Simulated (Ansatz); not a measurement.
# CuCl3: the cost of one run

Computed with Ansatz 0.2.0 (DFT PBE+U (U_eff = 6 eV on Cu d), plane waves, PAW, unless a step's input says otherwise).

### Step 1. The starting structure

Symmetry: Pm-3m, No. 221, cubic system. The conventional cell has a = 4.731 Å, b = 4.731 Å, c = 4.731 Å, α = 90.00°, β = 90.00°, γ = 90.00°. Cu (site symmetry m-3m) has 6 Cl at 2.37 Å in its first shell of neighbours. Cl (site symmetry 4/mmm) is surrounded by 2 Cu at 2.37 Å.

As a file:

```xyz
4
Lattice="4.7311 0.0000 0.0000 0.0000 4.7311 0.0000 0.0000 0.0000 4.7311" Properties=species:S:1:pos:R:3 pbc="T T T"
Cu    0.0000    0.0000    0.0000
Cl    2.3656    0.0000    0.0000
Cl    0.0000    0.0000    2.3656
Cl    0.0000    2.3656    0.0000
```

Magnetic order typed: ferromagnetic.

### Step 2. From atoms, symmetry kept, no search

File input.yaml:

```yaml
crystal:
  lattice:
    - [4.73112673, 0.0, 0.0]
    - [0.0, 4.73112673, 0.0]
    - [0.0, 0.0, 4.73112673]
  atoms:
    - { symbol: Cu, position: [0.0, 0.0, 0.0], spin: 2.0 }
    - { symbol: Cl, position: [0.5, 0.0, 0.0] }
    - { symbol: Cl, position: [0.0, 0.0, 0.5] }
    - { symbol: Cl, position: [0.0, 0.5, 0.0] }
basis:
  ecutwfc: 420
  ecutrho_ratio: 4
kpoints:
  mp_grid: { grid: [4, 4, 4] }
hamiltonian:
  xc: pbe
  hubbard: { sites: [{ site: 0, l: d, u_eff: 6.0 }] }
scf:
  occupations: { method: gaussian, width: 0.05 }
  lower_state_search: "off"
  max_iter: 150
output:
  forces: true
  stress: true
  eigenvalues: true
  populations: true
  hubbard: { sites: [{ site: 0, l: d }] }
magnetization:
  spin_polarized: true
```

Launch:

```sh
$ ansatz run input.yaml --threads 2 --pin off --max-ram 3072MiB --backend cpu --events-out ev --progress --plain --runs-dir out
```

**Question.** How long does this run take on 2 threads of Arm Neoverse N1, shared host, and how much memory does it need?

About 28 s, with a peak of 0.43 GiB.
